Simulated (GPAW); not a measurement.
The system is LiH.

```
CELL_PARAMETERS angstrom
0.00000 2.03675 2.03675
2.03675 0.00000 2.03675
2.03675 2.03675 0.00000
ATOMIC_POSITIONS crystal
Li 0.00000 0.00000 0.00000
H 0.50000 0.50000 0.50000
```

Base run:

- Program: GPAW 26.7.0
- Functional: PBEsol
- Potentials or basis: PAW data sets generated in the run's folder for this functional
- Cutoff: 800 eV
- Basis: pw
- k mesh: 11 × 11 × 11
- Occupations: fermi-dirac, width 0.05 eV
- Spin: no spin polarisation

Its results: band gap on the k mesh 2.98 eV, direct; pressure -2.2 GPa.

Question: The run is repeated on the same cell with these changes: functional from PBEsol to LDA; potentials or basis from PAW data sets generated in the run's folder for this functional to the program's PAW data sets (release 1.2.1) made for this functional. What comes out?

Answer: Band gap on the k mesh 2.83 eV, direct; pressure -3.4 GPa.

Caveats: the mesh misses the band edges, which the band path finds closer together.
